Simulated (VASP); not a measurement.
# Ba (P6/mmm) in VASP: further runs

Runs on Ba. Level: LDA. Tasks: single point.

All numbers are computed with VASP 6.6.1; they aren't measurements. Logs are shortened: lines on timing, memory, paths and dates and some standing lists are left out, and cuts for length are marked.

**1. The structure**

It takes space group P6/mmm (No. 191, hexagonal). Conventional cell: a = 4.312 Å, b = 4.312 Å, c = 3.913 Å, α = 90.00°, β = 90.00°, γ = 120.00°. Around Ba (site symmetry 6/mmm) lie 8 Ba at 3.91 to 4.31 Å.

This isn't the form of Ba at room conditions, which is bcc.

**2. Single point, LDA**

INCAR reads:

```
SYSTEM = Ba
ADDGRID = .False.
ALGO = Normal
EDIFF = 1E-5
ENCUT = 450
GGA = CA
ISIF = 2
ISMEAR = -1
LASPH = .True.
LCHARG = .False.
LREAL = .False.
LWAVE = .False.
NBANDS = 11
NELM = 100
PREC = Accurate
SIGMA = 0.2
```

KPOINTS reads:

```
k-points
0
Gamma
  4 4 4
  0 0 0
```

POSCAR reads:

```
Ba
1.0
    4.3116136979      0.0000000000      0.0000000000
   -2.1558068490      3.7339669937      0.0000000000
    0.0000000000      0.0000000000      3.9134133000
Ba
1
Direct
    0.0000000000      0.0000000000      0.0000000000
```

Potentials or basis: VASP PAW LDA potentials, release 64 (Ba_sv).

Started as:

```console
> cat potpaw_LDA.64/Ba_sv/POTCAR > POTCAR
> mpirun -np 1 vasp_std > vasp.out
```

OUTCAR:

```text
SYSTEM = Ba
   EDIFF = 1E-5
   ENCUT = 450
   GGA = CA
   ISIF = 2
   ISMEAR = -1
   LASPH = .True.
   LREAL = .False.
   NELM = 100
   PREC = Accurate

 Found     12 irreducible k-points:

 Following reciprocal coordinates:
            Coordinates               Weight
  0.000000  0.000000  0.000000      1.000000
  0.250000  0.000000  0.000000      6.000000
  0.500000  0.000000  0.000000      3.000000
  0.250000  0.250000  0.000000      6.000000
  0.000000  0.000000  0.250000      2.000000
  0.250000  0.000000  0.250000     12.000000
   k-points           NKPTS =     12   k-points in BZ     NKDIM =     12   number of bands    NBANDS=     11
   number of dos      NEDOS =    301   number of ions     NIONS =      1
   total plane-waves  NPLWV =  25200
   dimension x,y,z NGX =    30 NGY =   30 NGZ =   28
   dimension x,y,z NGXF=    60 NGYF=   60 NGZF=   56
   ions per type =               1
   NGX,Y,Z   is equivalent  to a cutoff of  11.57, 11.57, 11.89 a.u.
   NGXF,Y,Z  is equivalent  to a cutoff of  23.13, 23.13, 23.79 a.u.
 SYSTEM =  Ba
   PREC   = accura    normal or accurate (medium, high low for compatibility)
   ISTART =      0    job   : 0-new  1-cont  2-samecut
   ICHARG =      2    charge: 1-file 2-atom 10-const
   ISPIN  =      1    spin polarized calculation?
   LNONCOLLINEAR =      F non collinear calculations
   LSORBIT =      F    spin-orbit coupling
   LASPH  =      T    aspherical Exc in radial PAW
   ENCUT  =  450.0 eV  33.07 Ry    5.75 a.u.   7.46  7.46  6.77*2*pi/ulx,y,z
   NELM   =    100;   NELMIN=  2; NELMDL= -5     # of ELM steps
   EDIFF  = 0.1E-04   stopping-criterion for ELM
   LREAL  =      F    real-space projection
   EDIFFG = 0.1E-03   stopping-criterion for IOM
   NSW    =      0    number of steps for IOM
   IBRION =     -1    ionic relax: 0-MD 1-quasi-New 2-CG
   NFREE  =      0    steps in history (QN), initial steepest desc. (CG)
   ISIF   =      2    stress and relaxation
   ISYM   =      2    0-nonsym 1-usesym 2-fastsym
   POTIM  = 0.5000    time-step for ionic-motion
   TEBEG  =    0.0;   TEEND  =   0.0 temperature during run
   PSTRESS=    0.0 pullay stress
   NELECT =      10.0000    total number of electrons
   NUPDOWN=      -1.0000    fix difference up-down
   EMIN   =  10.00;   EMAX   =-10.00  energy-range for DOS
   EFERMI =   0.00;   METHOD = LEGACY
   ISMEAR =    -1;   SIGMA  =   0.20  broadening in eV -4-tet -1-fermi 0-gaus
   EFERMI_NEDOS =   21; number of points for ismear=-14 and -15
   IALGO  =     38    algorithm
   IMIX   =      4    mixing-type and parameters
     AMIX     =   0.40;   BMIX     =  1.00
     AMIX_MAG =   1.60;   BMIX_MAG =  1.00
  volume/ion in A,a.u.               =      63.00       425.17
  Fermi-wavevector in a.u.,A,eV,Ry     =   0.886379  1.675014 10.689660  0.785668
  Thomas-Fermi vector in A             =   2.007537
   LORBIT       =      0    0 simple, 1 ext, 2 COOP (PROOUT), +10 PAW based schemes
   GGA     = CA    functional components
   LHFCALC =     F    Hartree Fock is set to
   AEXX    =    0.0000 exact exchange contribution
   IVDW    =     0    specifies the selected vdW correction
   LEPSILON=     F    determine dielectric tensor
   LRPA    =     F    only Hartree local field effects (RPA)
 non-spin polarized calculation
  energy-cutoff  :      450.00
  volume of cell :       63.00
 maximum number of plane-waves:      1382
 NGX is ok and might be reduce to    30
   NGX = 15   NGY = 15   NGZ = 13

 number of electron      10.0000000 magnetization

 Free energy of the ion-electron system (eV)
  ---------------------------------------------------
  ext. energy  EPLUGINS =         0.00000000
  ---------------------------------------------------
  free energy    TOTEN  =        -2.13172230 eV

  energy without entropy =       -1.87333076  energy(sigma->0) =       -2.00252653

 E-fermi :   1.3771     XC(G=0):  -7.5964

 val. band max:        1.2757363417   @ k =   0.2500   0.2500   0.2500
 cond. band min:       1.3987685594   @ k =   0.5000   0.0000   0.2500
 fundamental gap:      0.1230322178
 Fermi energy:         1.3770966081

 k-point     1 :       0.0000    0.0000    0.0000
  band No.  band energies     occupation
      1     -27.5270      2.00000
      2     -12.4769      2.00000
      3     -12.4769      2.00000
      4     -12.3569      2.00000
      5      -1.2702      2.00000
      6       1.4789      0.75086
      7       3.0972      0.00037
      8       3.0972      0.00037
      9       6.3041      0.00000
     10       6.3041      0.00000
     11       7.5317      0.00000

 k-point     2 :       0.2500    0.0000    0.0000
  band No.  band energies     occupation
      1     -27.5057      2.00000
      2     -12.7374      2.00000
      3     -12.5362      2.00000
      4     -12.3303      2.00000
      5      -0.3496      1.99964
      6       1.7504      0.26791
      7       2.2729      0.02244
      8       4.1335      0.00000
      9       5.0848      0.00000
     10       6.0797      0.00000
     11       8.2313      0.00000

 k-point     3 :       0.5000    0.0000    0.0000
  band No.  band energies     occupation
      1     -27.4841      2.00000
      2     -12.9791      2.00000
      3     -12.5941      2.00000
      4     -12.3033      2.00000
      5       0.4691      1.97888
      6       1.7714      0.24446
      7       2.4867      0.00776
      8       4.3765      0.00000
      9       5.8786      0.00000
     10       6.2035      0.00000
     11       7.3495      0.00000

 k-point     4 :       0.2500    0.2500    0.0000
  band No.  band energies     occupation
      1     -27.4841      2.00000
      2     -12.8871      2.00000
      3     -12.6955      2.00000
      4     -12.3033      2.00000
      5       0.9564      1.78247
      6       1.6868      0.35057
      7       2.1363      0.04394
      8       4.6562      0.00000
      9       5.3944      0.00000
     10       5.6278      0.00000
     11       6.8419      0.00000

 k-point     5 :       0.0000    0.0000    0.2500
  band No.  band energies     occupation
      1     -27.4937      2.00000
      2     -12.7679      2.00000
      3     -12.4391      2.00000
      4     -12.4391      2.00000
      5      -0.4820      1.99982
      6       2.3153      0.01819
      7       3.3628      0.00010
      8       3.3628      0.00010
      9       4.8806      0.00000
     10       4.8806      0.00000
     11       7.1435      0.00000

 k-point     6 :       0.2500    0.0000    0.2500
  band No.  band energies     occupation
      1     -27.4728      2.00000
      2     -12.7337      2.00000
      3     -12.6860      2.00000
      4     -12.4966      2.00000
      5       0.3444      1.98862
      6       2.1757      0.03623
      7       2.9637      0.00072
      8       3.8620      0.00001
      9       4.2025      0.00000
     10       4.7229      0.00000
     11       8.2561      0.00000

 [... further k-points ...]

------------------------ aborting loop because EDIFF is reached ----------------------------------------

  FORCE on cell =-STRESS in cart. coord.  units (eV):
  Direction    XX          YY          ZZ          XY          YZ          ZX
  --------------------------------------------------------------------------------------
  -------------------------------------------------------------------------------------
  Total       -0.4914611     -0.4914611     -0.2603386      0.0000000      0.0000000      0.0000000
  in kB      -12.4978043    -12.4978043     -6.6203820      0.0000000      0.0000000      0.0000000
  external PRESSURE =     -10.5386635 kB  Pullay stress =       0.0000000 kB

 VOLUME and BASIS-vectors are now :
 -----------------------------------------------------------------------------
  energy-cutoff  :      450.00
  volume of cell :       63.00
      direct lattice vectors                 reciprocal lattice vectors
     4.311613698  0.000000000  0.000000000     0.231931724  0.133905844  0.000000000
    -2.155806849  3.733966994  0.000000000     0.000000000  0.267811687  0.000000000
     0.000000000  0.000000000  3.913413300     0.000000000  0.000000000  0.255531405

 POSITION                                       TOTAL-FORCE (eV/Angst)
 -----------------------------------------------------------------------------------
      0.00000      0.00000      0.00000        -0.000000      0.000000      0.000000
 -----------------------------------------------------------------------------------
    total drift:                                0.000000      0.000000     -0.000000

  FREE ENERGIE OF THE ION-ELECTRON SYSTEM (eV)
  ---------------------------------------------------
  free  energy   TOTEN  =        -2.1317223049 eV

  energy  without entropy=       -1.8733307630  energy(sigma->0) =       -2.00252653
```

Run time: 2.5 s. Hardware: 1 thread of Intel Xeon 6975P-C (Granite Rapids), shared host; peak memory 0.14 GiB.

These settings aren't checked as converged: the numbers below hold their error.

What came out:

```yaml
Free_energy: -2.1317 eV
Pressure: -1.1 GPa
```

Caveat: the k mesh is coarse (spacing up to 0.42 Å⁻¹), so the values aren't converged; the mesh shows a gap though the element is a metal.

**3. Single point, LDA**

INCAR is that of step 2.

KPOINTS is that of step 2.

POSCAR reads:

```
Ba
1.0
    4.3404360000      0.0427450000      0.0778240000
   -2.1332000000      3.6827230000     -0.0419260000
    0.0706370000     -0.0031590000      3.9204320000
Ba
1
Direct
    0.0107920000      0.0146870000     -0.0229320000
```

Potentials or basis: VASP PAW LDA potentials, release 64 (Ba_sv).

Started as:

```console
> cat potpaw_LDA.64/Ba_sv/POTCAR > POTCAR
> mpirun -np 1 vasp_std > vasp.out
```

It took 5.7 s on 1 thread of Intel Xeon 6975P-C (Granite Rapids), shared host; peak memory 0.15 GiB.

The run converged, but some of its settings lie outside the range that counts as converged, so its numbers aren't taken as properties of the crystal.

Results:

```yaml
Free_energy: -2.1323 eV
Pressure: -1.0 GPa
```

Caveat: the k mesh is coarse (spacing up to 0.42 Å⁻¹), so the values aren't converged; the mesh shows a gap though the element is a metal.

**4. For comparison**

An earlier run on the cell as given: functional PBE; potentials or basis VASP PAW PBE potentials, release 64 (Ba_sv); cutoff 520 eV; k mesh 7 × 7 × 7; occupations fermi-dirac, width 0.05 eV; no spin polarisation.

- Pressure: -0.1 GPa
- Band gap on the k mesh: none (metal or under the smearing width)
